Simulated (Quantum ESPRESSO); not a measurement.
# FeO (Fm-3m) in Quantum ESPRESSO: a series of runs

One crystal, FeO, is run at these levels: PW91, revPBE, AM05, PBE; tasks: phonons.

Everything below comes from runs of Quantum ESPRESSO 7.5. Logs are shortened: lines on timing, memory, paths and dates and some standing lists are left out, and cuts for length are marked.

**Experimental background.**

From “W\"ustite: Electric, thermodynamic and optical properties of FeO”, 2012, arxiv:1203.1201, for a bulk crystal of FeO: band gap 2.4 eV (optical).

How close the calculation comes is told below.

## (1) The crystal as given

It takes space group Fm-3m (No. 225, cubic). The conventional cell has a = 4.311 Å, b = 4.311 Å, c = 4.311 Å, α = 90.00°, β = 90.00°, γ = 90.00°. Fe (site symmetry m-3m) has 6 O at 2.16 Å as nearest neighbours. O (site symmetry m-3m) has 6 Fe at 2.16 Å as nearest neighbours.

## (2) Phonons, PW91, collinear spin, ferromagnetic start

Contents of pw.in:

```
&CONTROL
  calculation = 'scf'
  prefix = 'pwscf'
  outdir = './tmp'
  pseudo_dir = './pseudo'
  tprnfor = .true.
  tstress = .true.
  disk_io = 'low'
/
&SYSTEM
  ibrav = 0
  nat = 2
  ntyp = 2
  ecutwfc = 56
  ecutrho = 448
  nbnd = 21
  input_dft = 'XC-000I-000I-109L-134L-000I-000I'
  occupations = 'smearing'
  smearing = 'fd'
  degauss = 0.00367493
  nspin = 2
  starting_magnetization(1) = 0.1875
  starting_magnetization(2) = 0
/
&ELECTRONS
  conv_thr = 4d-10
  electron_maxstep = 120
  mixing_beta = 0.3
/
ATOMIC_SPECIES
Fe    55.8450 fe_pbe_v1.5.uspp.F.UPF
O     15.9990 o_pbe_v1.2.uspp.F.UPF
CELL_PARAMETERS bohr
   0.0000000000    4.0731159914    4.0731159914
   4.0731159914    0.0000000000    4.0731159914
   4.0731159914    4.0731159914    0.0000000000
ATOMIC_POSITIONS bohr
Fe     0.0000000000    0.0000000000    0.0000000000
O      4.0731159914    4.0731159914    4.0731159914
K_POINTS automatic
4 4 4 1 1 1
```

Contents of relax.in:

```
&CONTROL
  calculation = 'vc-relax'
  prefix = 'pwscf'
  outdir = './tmp'
  pseudo_dir = './pseudo'
  tprnfor = .true.
  tstress = .true.
  disk_io = 'low'
  nstep = 40
  forc_conv_thr = 0.0001
  etot_conv_thr = 1d-06
/
&SYSTEM
  ibrav = 0
  nat = 2
  ntyp = 2
  ecutwfc = 56
  ecutrho = 448
  nbnd = 21
  input_dft = 'XC-000I-000I-109L-134L-000I-000I'
  occupations = 'smearing'
  smearing = 'fd'
  degauss = 0.00367493
  nspin = 2
  starting_magnetization(1) = 0.1875
  starting_magnetization(2) = 0
/
&ELECTRONS
  conv_thr = 4d-10
  electron_maxstep = 120
  mixing_beta = 0.3
/
&IONS
  ion_dynamics = 'bfgs'
/
&CELL
  cell_dynamics = 'bfgs'
  press = 0
  press_conv_thr = 0.2
/
ATOMIC_SPECIES
Fe    55.8450 fe_pbe_v1.5.uspp.F.UPF
O     15.9990 o_pbe_v1.2.uspp.F.UPF
CELL_PARAMETERS bohr
   0.0000000000    4.0731159914    4.0731159914
   4.0731159914    0.0000000000    4.0731159914
   4.0731159914    4.0731159914    0.0000000000
ATOMIC_POSITIONS bohr
Fe     0.0000000000    0.0000000000    0.0000000000
O      4.0731159914    4.0731159914    4.0731159914
K_POINTS automatic
4 4 4 1 1 1
```

Contents of scf2.in:

```
&CONTROL
  calculation = 'scf'
  prefix = 'pwscf'
  outdir = './tmp'
  pseudo_dir = './pseudo'
  tprnfor = .true.
  tstress = .true.
  disk_io = 'low'
/
&SYSTEM
  ibrav = 0
  nat = 2
  ntyp = 2
  ecutwfc = 56
  ecutrho = 448
  nbnd = 21
  input_dft = 'XC-000I-000I-109L-134L-000I-000I'
  occupations = 'smearing'
  smearing = 'fd'
  degauss = 0.00367493
  nspin = 2
  starting_magnetization(1) = 0.1875
  starting_magnetization(2) = 0
/
&ELECTRONS
  conv_thr = 1d-13
  electron_maxstep = 120
  mixing_beta = 0.3
  startingpot = 'file'
  startingwfc = 'file'
/
ATOMIC_SPECIES
Fe    55.8450 fe_pbe_v1.5.uspp.F.UPF
O     15.9990 o_pbe_v1.2.uspp.F.UPF
CELL_PARAMETERS bohr
   0.0000000000    4.0681177433    4.0681177433
   4.0681177433    0.0000000000    4.0681177433
   4.0681177433    4.0681177433    0.0000000000
ATOMIC_POSITIONS bohr
Fe     0.0000000000    0.0000000000    0.0000000000
O      4.0681177433    4.0681177433    4.0681177433
K_POINTS automatic
4 4 4 1 1 1
```

Contents of ph.in:

```
phonons of FeO
&INPUTPH
  prefix = 'pwscf'
  outdir = './tmp'
  tr2_ph = 1d-18
  fildyn = 'dyn'
  niter_ph = 90
  alpha_mix(1) = 0.4
/
0.0000000000 0.0000000000 0.0000000000
```

Contents of dynmat.in:

```
&INPUT
  fildyn = 'dyn'
  asr = 'crystal'
  filout = 'dynmat.disp'
  fileig = 'dynmat.eig'
/
```

Potentials or basis: GBRV 1.5 PBE.

Run with:

```bash
$ OMP_NUM_THREADS=1 pw.x -in pw.in > pw.out
$ OMP_NUM_THREADS=1 pw.x -in relax.in > relax.out
$ OMP_NUM_THREADS=1 pw.x -in scf2.in > scf2.out
$ OMP_NUM_THREADS=1 ph.x -in ph.in > ph.out
$ OMP_NUM_THREADS=1 dynmat.x -in dynmat.in > dynmat.out
```

pw.out:

```text
This program is part of the open-source Quantum ESPRESSO suite
     for quantum simulation of materials; please cite
         "P. Giannozzi et al., J. Phys.:Condens. Matter 21 395502 (2009);
         "P. Giannozzi et al., J. Phys.:Condens. Matter 29 465901 (2017);
         "P. Giannozzi et al., J. Chem. Phys. 152 154105 (2020);
     in publications or presentations arising from this work. More details at

     IMPORTANT: XC functional enforced from input :
     Exchange-correlation= XC-000I-000I-109L-134L-000I-000I
                           (   0   0 109 134   0   0   0)
     Any further DFT definition will be discarded
     Please, verify this is what you really want

     Message from routine setup:
     using ibrav=0 with symmetry is DISCOURAGED, use correct ibrav instead

     G-vector sticks info
     --------------------
     sticks:   dense  smooth     PW     G-vecs:    dense   smooth      PW
     Sum        1027     511    163                21595     7727    1363

     Using Slab Decomposition

     bravais-lattice index     =            0
     lattice parameter (alat)  =       5.7603  a.u.
     unit-cell volume          =     135.1482 (a.u.)^3
     number of atoms/cell      =            2
     number of atomic types    =            2
     number of electrons       =        22.00
     number of Kohn-Sham states=           21
     kinetic-energy cutoff     =      56.0000  Ry
     charge density cutoff     =     448.0000  Ry
     scf convergence threshold =      4.0E-10
     mixing beta               =       0.3000
     number of iterations used =            8  plain     mixing
     Exchange-correlation= XC-000I-000I-109L-134L-000I-000I
                           (   0   0 109 134   0   0   0)

     celldm(1)=   5.760256  celldm(2)=   0.000000  celldm(3)=   0.000000
     celldm(4)=   0.000000  celldm(5)=   0.000000  celldm(6)=   0.000000

     crystal axes: (cart. coord. in units of alat)
               a(1) = (   0.000000   0.707107   0.707107 )
               a(2) = (   0.707107   0.000000   0.707107 )
               a(3) = (   0.707107   0.707107   0.000000 )

     reciprocal axes: (cart. coord. in units 2 pi/alat)
               b(1) = ( -0.707107  0.707107  0.707107 )
               b(2) = (  0.707107 -0.707107  0.707107 )
               b(3) = (  0.707107  0.707107 -0.707107 )

     PseudoPot. # 1 for Fe read from file:
     fe_pbe_v1.5.uspp.F.UPF
     Pseudo is Ultrasoft + core correction, Zval = 16.0
     Generated by new atomic code, or converted to UPF format
     Using radial grid of  861 points,  6 beta functions with:
                l(1) =   0
                l(2) =   0
                l(3) =   1
                l(4) =   1
                l(5) =   2
                l(6) =   2
     Q(r) pseudized with  8 coefficients,  rinner =    1.000   1.000   1.000
                                                       1.000   1.000

     PseudoPot. # 2 for O  read from file:
     o_pbe_v1.2.uspp.F.UPF
     Pseudo is Ultrasoft + core correction, Zval =  6.0
     Generated by new atomic code, or converted to UPF format
[... 160 lines left out ...]
     iteration # 11     ecut=    56.00 Ry     beta= 0.30
     Davidson diagonalization with overlap
     ethr =  3.90E-11,  avg # of iterations =  1.6

     Magnetic moment per site  (integrated on atomic sphere of radius R)
     atom   1 (R=0.292)  charge= 13.5448  magn=  3.4583
     atom   2 (R=0.292)  charge=  5.8376  magn=  0.3202

     End of self-consistent calculation

 ------ SPIN UP ------------

          k = 0.0884 0.0884 0.0884 (   944 PWs)   bands (ev):

   -75.6231 -41.6536 -41.6468 -41.6468  -6.2330   9.1155   9.4017   9.4017
    10.5642  10.5642  10.8894  11.7842  11.7842  15.3861  27.5356  30.7412
    30.7412  32.0904  33.9919  33.9919  36.6138

          k = 0.2652 0.2652-0.0884 (   952 PWs)   bands (ev):

   -75.6201 -41.6788 -41.6565 -41.6496  -5.6102   6.7979   8.0423   8.3988
    10.8499  11.0480  11.5052  12.3186  13.6624  18.1437  24.2077  26.4660
    28.6738  33.2024  34.6532  36.3228  40.8672

          k =-0.2652-0.2652 0.4419 (   958 PWs)   bands (ev):
[... 19 lines left out ...]
   -75.6170 -41.6857 -41.6739 -41.6625  -5.1568   6.9647   7.5907   8.0625
    10.8662  11.3286  11.5989  11.8937  12.7331  21.2674  22.6642  23.6248
    27.2087  32.1937  36.1099  41.5168  42.5615

          k = 0.0884-0.2652 0.4419 (   954 PWs)   bands (ev):

   -75.6183 -41.6866 -41.6646 -41.6555  -5.2983   6.4124   7.8190   8.0769
    10.8604  11.2579  11.6783  12.2903  13.4858  19.8901  23.1205  24.6042
    27.7765  32.6264  36.4017  38.5278  41.1610

          k =-0.6187 0.0884 0.0884 (   965 PWs)   bands (ev):

   -75.6170 -41.6904 -41.6677 -41.6637  -5.2381   6.8972   8.4248   8.8771
    10.1251  11.4091  11.5759  11.7255  11.8459  19.9634  23.0442  24.5398
    28.7109  29.5111  39.9368  40.4203  43.0894

          k = 0.2652 0.2652 0.2652 (   941 PWs)   bands (ev):
[... 7 lines left out ...]
   -75.6176 -41.6879 -41.6713 -41.6566  -5.1648   6.4163   7.5497   7.8865
    11.0543  11.2323  11.6822  12.3003  13.5238  20.9674  22.2545  23.8070
    27.8337  33.0901  35.6506  38.7570  41.2417

 ------ SPIN DOWN ----------

          k = 0.0884 0.0884 0.0884 (   944 PWs)   bands (ev):

   -71.2353 -37.3850 -37.3763 -37.3763  -5.6933   9.9632  10.6250  10.6250
    13.8665  13.8760  13.8760  15.0671  15.0671  16.2216  28.1896  31.7995
    31.7995  32.7686  35.3556  35.3556  37.9464

          k = 0.2652 0.2652-0.0884 (   952 PWs)   bands (ev):

   -71.2316 -37.4173 -37.3884 -37.3797  -5.0573   7.6458   9.5351   9.5699
    14.2797  14.3440  14.8013  15.5437  16.8229  19.0072  25.1986  27.5250
    29.8275  34.0650  35.5480  37.3789  41.4930

          k =-0.2652-0.2652 0.4419 (   958 PWs)   bands (ev):
[... 19 lines left out ...]
   -71.2279 -37.4255 -37.4105 -37.3959  -4.5733   7.6693   8.4677   9.1885
    13.8954  14.8123  15.1671  15.6519  16.2728  22.4702  23.6451  24.5647
    28.2546  33.1146  36.7828  42.3541  43.1871

          k = 0.0884-0.2652 0.4419 (   954 PWs)   bands (ev):

   -71.2294 -37.4271 -37.3987 -37.3871  -4.7310   7.2173   8.9577   9.3278
    14.0536  14.9016  15.0057  15.7170  16.7846  20.8074  24.2317  25.6198
    28.8261  33.4993  37.2725  39.3176  41.8960

          k =-0.6187 0.0884 0.0884 (   965 PWs)   bands (ev):

   -71.2279 -37.4315 -37.4026 -37.3974  -4.6502   7.4906   9.2950   9.7450
    12.8068  15.1433  15.1760  15.4416  15.6985  21.2757  23.8066  25.7221
    29.7346  30.5533  40.3963  41.4500  43.5643

          k = 0.2652 0.2652 0.2652 (   941 PWs)   bands (ev):
[... 7 lines left out ...]
   -71.2285 -37.4286 -37.4072 -37.3884  -4.5908   7.2124   8.4607   9.2553
    14.4192  14.8167  14.9498  15.8588  16.8770  21.7993  23.5089  24.7247
    28.8811  34.0019  36.2417  39.7098  41.9064

     the Fermi energy is    14.4155 ev

!    total energy              =    -282.79312254 Ry
     estimated scf accuracy    <          2.6E-10 Ry
     smearing contrib. (-TS)   =      -0.00093481 Ry
     internal energy E=F+TS    =    -282.79218774 Ry

     The total energy is F=E-TS. E is the sum of the following terms:
     one-electron contribution =    -136.59493716 Ry
     hartree contribution      =      80.64669452 Ry
     xc contribution           =     -36.81640319 Ry
     ewald contribution        =    -190.02754191 Ry

     total magnetization       =     4.00 Bohr mag/cell
     absolute magnetization    =     4.01 Bohr mag/cell

     convergence has been achieved in  11 iterations

     Forces acting on atoms (cartesian axes, Ry/au):

     atom    1 type  1   force =    -0.00000000   -0.00000000    0.00000000
     atom    2 type  2   force =     0.00000000    0.00000000   -0.00000000

     Total force =     0.000000     Total SCF correction =     0.000000

     Computing stress (Cartesian axis) and pressure

          total   stress  (Ry/bohr**3)                   (kbar)     P=       -6.98
  -0.00004743  -0.00000000  -0.00000000           -6.98       -0.00       -0.00
  -0.00000000  -0.00004743  -0.00000000           -0.00       -6.98       -0.00
  -0.00000000  -0.00000000  -0.00004743           -0.00       -0.00       -6.98

=------------------------------------------------------------------------------=
   JOB DONE.
=------------------------------------------------------------------------------=
```

It took 3 min on 1 thread of Arm Neoverse V2, shared host; peak memory 0.15 GiB.

What came out:

| Item | Value |
| --- | --- |
| Free energy | -3847.5965 eV |
| Relaxed volume | 9.98 Å³/atom |
| Relaxed cell | a = 3.044 Å, b = 3.044 Å, c = 3.044 Å, α = 60.00°, β = 60.00°, γ = 60.00° |
| Space group after relaxing (to 0.05 Å) | Fm-3m (No. 225) |
| Pressure after relaxing | 0.0 GPa |
| Band gap on the k mesh | none (metal or under the smearing width) |
| Net moment | 4.00 μB per cell |
| Absolute moment | 4.01 μB per cell |
| Site moments | Fe +3.46; O +0.32 μB |
| Valence electrons inside the program's atomic spheres | Fe 13.54; O 5.84 |
| Highest phonon frequency at Γ | 246 cm⁻¹ |

Step by step:
| step | energy change (eV) | largest force (eV/Å) | pressure (GPa) | volume (Å³) |
| --- | --- | --- | --- | --- |
| 1 | 0.0000 | 0.0000 | -0.70 | 20.03 |
| 2 | -0.0002 | 0.0000 | -0.02 | 19.96 |
| 3 | -0.0002 | 0.0000 | 0.01 | 19.95 |

Final structure:
```xyz
2
Lattice="0.0000 2.1528 2.1528 2.1528 0.0000 2.1528 2.1528 2.1528 0.0000" Properties=species:S:1:pos:R:3 pbc="T T T"
Fe    0.0000    0.0000    0.0000
O     2.1528    2.1528    2.1528
```

Levels at points of the mesh, in eV from the Fermi level:
Spin up:
| k point | band 10 | band 11 | band 12 | band 13 | band 14 | band 15 | band 16 | band 17 |
| --- | --- | --- | --- | --- | --- | --- | --- | --- |
| (0.12, 0.12, 0.12) | -3.85 | -3.53 | -2.63 | -2.63 | 0.99 | 13.14 | 16.36 | 16.36 |
Spin down:
```csv
k point,band 6,band 7,band 8,band 9,band 10,band 11,band 12,band 13
"(0.12, 0.12, 0.12)",-4.47,-3.80,-3.80,-0.55,-0.54,-0.54,0.65,0.65
```

Phonon frequencies in cm⁻¹ (negative: imaginary):
```tsv
q point	frequencies
(0.000, 0.000, 0.000)	9 9 9 246 246 246
```

Optical modes at Γ, degenerate ones joined:
```
cm⁻¹  components  symmetry  active in
 246           3       T1u         IR
```

Caveat: the k mesh is coarse (spacing up to 0.63 Å⁻¹), so the values aren't converged; the mesh is thin for the phonons of a metal; the potentials were made for another functional, which shifts forces and pressure; a cell with one magnetic atom can't hold antiferromagnetic order, which such compounds often take; semilocal functionals often make such compounds metallic where correlation or magnetic order opens a gap, which also shifts bond lengths. With open d or f shells a metallic result of PW91 can be an artefact of self-interaction; +U or a hybrid may open a gap.

(Continued in part 2 of 4.)
